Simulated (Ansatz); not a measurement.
Bulk crystal (SnSe) after relaxation:

```yaml
crystal:
  lattice:
    - [0.00000, 3.03081, 3.03081]
    - [3.03081, 0.00000, 3.03081]
    - [3.03081, 3.03081, 0.00000]
  atoms:
    - { symbol: Sn, position: [0.00000, 0.00000, 0.00000] }
    - { symbol: Se, position: [0.50000, 0.50000, 0.50000] }
```

Miller indices refer to the conventional cell of Fm-3m (No. 225), a = 6.062 Å, b = 6.062 Å, c = 6.062 Å, α = 90.00°, β = 90.00°, γ = 90.00°. The bulk's gap is 0.00 eV.

Theory: DFT PBE, scalar-relativistic, plane waves, PAW (Ansatz 0.2.0). Cutoff 420 eV, Gaussian smearing of 0.05 eV, no spin polarisation. A dipole correction acts along the normal.

The slab's middle planes relax by over 3 % too, so it holds no bulk-like region.

A relaxed slab with low-index faces, about a nanometre thick, has these properties:

For this slab, the surface energy (mean of both faces) is 0.42 J/m², the gap of the slab on the mesh is none (metal or semimetal) and the work function is 3.48 eV (top), 5.60 eV (bottom). The dipole of the slab along +c, per cell is 0.19 e·Å.

**Question.** Which low-index plane was cut, and which atoms end it?

**Answer.** The (111) plane, with Sn in the top plane and Se in the bottom one as cut, before relaxation. The planes from bottom to top: Se, Sn, Se, Sn, Se, Sn, Se, Sn.

The smearing is narrow for a metal on this mesh.

The reference crystal is the rock-salt form of SnSe, which isn't its usual structure. Closed-shell ions balance this formula, and semilocal functionals make gaps too small, so «metal» can mean here that the functional has closed a real gap.